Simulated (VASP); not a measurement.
# Ag (P6_3/mmc) in VASP: a series of runs, part 2 of 2

VASP 6.6.1.

## 3. Electric field gradients, PBE (volume scaled by 0.97)

INCAR reads:

```
PREC = Accurate ; ENCUT = 520
EDIFF = 1E-8 ; ISMEAR = -1
SIGMA = 0.05 ; LREAL = F
LASPH = T ; NELM = 100
ALGO = Normal ; ISIF = 2
LWAVE = F ; LCHARG = F
GGA = PE ; LEFG = T
NBANDS = 18
```

KPOINTS reads:

```
regular mesh
0
Gamma
  14 14 8
```

POSCAR reads:

```
Ag
1.0
    2.9004001166      0.0000000000      0.0000000000
   -1.4502000583      2.5118201821      0.0000000000
    0.0000000000      0.0000000000      4.7416128534
Ag
2
Direct
    0.3333333333      0.6666666667      0.2500000000
    0.6666666667      0.3333333333      0.7500000000
```

Potentials or basis: VASP PAW PBE potentials, release 64 (Ag).

Launch:

```console
> cat potpaw_PBE.64/Ag/POTCAR > POTCAR
> mpirun -np 1 vasp_std > vasp.out
```

OUTCAR:

```text
PREC = Accurate
   ENCUT = 520
   EDIFF = 1E-8
   ISMEAR = -1
   LREAL = F
   LASPH = T
   NELM = 100
   ISIF = 2
   GGA = PE

 ion  position               nearest neighbor table
   1  0.333  0.667  0.250-   2 2.90   2 2.90   2 2.90   2 2.90   2 2.90   2 2.90
   2  0.667  0.333  0.750-   1 2.90   1 2.90   1 2.90   1 2.90   1 2.90   1 2.90

  LATTYP: Found a hexagonal cell.
 ALAT       =     2.9004001166
 C/A-ratio  =     1.6348133577

  Lattice vectors:

 A1 = (   2.9004001166,   0.0000000000,   0.0000000000)
 A2 = (  -1.4502000583,   2.5118201821,   0.0000000000)
 A3 = (   0.0000000000,   0.0000000000,   4.7416128534)

Analysis of symmetry for initial positions (statically):
=====================================================================
 Subroutine PRICEL returns:
 Original cell was already a primitive cell.

 Routine SETGRP: Setting up the symmetry group for a
[... 696 lines left out ...]
  energy-cutoff  :      520.00
  volume of cell :       34.54
      direct lattice vectors                 reciprocal lattice vectors
     2.900400117  0.000000000  0.000000000     0.344780016  0.199058835  0.000000000
    -1.450200058  2.511820182  0.000000000     0.000000000  0.398117671  0.000000000
     0.000000000  0.000000000  4.741612853     0.000000000  0.000000000  0.210898703

 POSITION                                       TOTAL-FORCE (eV/Angst)
 -----------------------------------------------------------------------------------
     -0.00000      1.67455      1.18540        -0.000000      0.000000      0.000000
      1.45020      0.83727      3.55621         0.000000     -0.000000      0.000000
 -----------------------------------------------------------------------------------
    total drift:                               -0.000000      0.000000     -0.000000

  FREE ENERGIE OF THE ION-ELECTRON SYSTEM (eV)
  ---------------------------------------------------
  free  energy   TOTEN  =        -5.4155492174 eV

  energy  without entropy=       -5.4116417994  energy(sigma->0) =       -5.41359551

 Electric field gradients (V/A^2)
---------------------------------------------------------------------
 ion       V_xx      V_yy      V_zz      V_xy      V_xz      V_yz
---------------------------------------------------------------------
   1      -1.960    -1.961     3.921    -0.001     0.000    -0.000
   2      -1.960    -1.961     3.921    -0.001    -0.000     0.000
---------------------------------------------------------------------

 Electric field gradients after diagonalization (V/A^2)
 (convention: |V_zz| > |V_xx| > |V_yy|)
----------------------------------------------------------------------
 ion       V_xx      V_yy      V_zz     asymmetry (V_yy - V_xx)/ V_zz
----------------------------------------------------------------------
   1      -1.961    -1.960     3.921       0.000
   2      -1.961    -1.960     3.921       0.000
----------------------------------------------------------------------

           NMR quadrupolar parameters

 Cq : quadrupolar parameter    Cq=e*Q*V_zz/h
 eta: asymmetry parameters     (V_yy - V_xx)/ V_zz
 Q  : nuclear electric quadrupole moment in mb (millibarn)
----------------------------------------------------------------------
 ion       Cq(MHz)       eta       Q (mb)
----------------------------------------------------------------------
   1       0.009       0.000       1.000
   2       0.009       0.000       1.000
----------------------------------------------------------------------
```

stdout:

```text
POSCAR found type information on POSCAR Ag
 POSCAR found :  1 types and       2 ions
 scaLAPACK will be used
 LDA part: xc-table for (Slater+PW92), standard interpolation
 POSCAR, INCAR and KPOINTS ok, starting setup
 FFT: planning ... GRIDC
 FFT: planning ... GRID_SOFT
 FFT: planning ... GRID
 WAVECAR not read
 entering main loop
ion   1

ion   2
```

Wall time 49 s (1 thread of Intel Xeon Platinum 8259CL at 2.50GHz (Skylake/Cascade Lake), shared host); peak memory 0.19 GiB.

Results:

```yaml
Free_energy: -5.4155 eV
Pressure: 3.4 GPa
Band_gap_on_the_k_mesh: none (metal or under the smearing width)
```

Electric field gradients, principal values (V/Å²):
```
atom     Vxx     Vyy    Vzz
1 Ag  -1.960  -1.961  3.921
2 Ag  -1.960  -1.961  3.921
```
